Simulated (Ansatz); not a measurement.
# BaTiO$_{3}$: one atom moved over a plane

The calculation used DFT PBE+U, scalar-relativistic, plane waves, PAW (Ansatz). Cutoff 420 eV, Γ-centred 6×6×6 k-points, Gaussian smearing of 0.05 eV. U_eff on d shells: Ti 4 eV. No spin polarisation. Energies are free energies at this smearing, counted from the undisturbed cell; pressure is positive in compression.

Zero of the scan (relaxed at this level; it needn't be the usual structure):

```
Ba Ti O
1.0
     2.86037    1.65144    2.34605
    -2.86037    1.65144    2.34605
     0.00000   -3.30287    2.34605
Ba Ti O
1 1 3
Direct
  0.00268 0.00268 0.00268
  0.51280 0.51280 0.51280
  0.49032 0.49032 0.98258
  0.49032 0.98258 0.49032
  0.98258 0.49032 0.49032
```

Atom 2 (Ti) is moved by p along (0.000, 1.000, 0.000) and q along (0.000, 0.000, 1.000) (Å), all else fixed. Points are written (p, q).

Energy above the undisturbed cell in eV/cell (a dash: not computed):

```
 p \ q  -0.300  -0.150  0.000  0.150  0.300
-0.300       ?    0.27   0.51   1.12      ?
-0.150    0.16       –   0.09      –   0.93
 0.000    0.14    0.06   0.00      ?   0.58
 0.150       ?       –   0.06      –      –
 0.300    0.41       –   0.26      –   1.51
```

Question: Fill in the withheld energies.

Answer: (-0.300, -0.300): 0.31; (-0.300, 0.300): 2.24; (0.000, 0.150): 0.12; (0.150, -0.300): 0.18.

Many cubic perovskites lower their energy by tilts or polar distortions; a scan of this one displacement doesn't rule them out.

Cost: 18 runs of about 5.8 core-minutes in all, on Arm Neoverse V1 (shared hosts).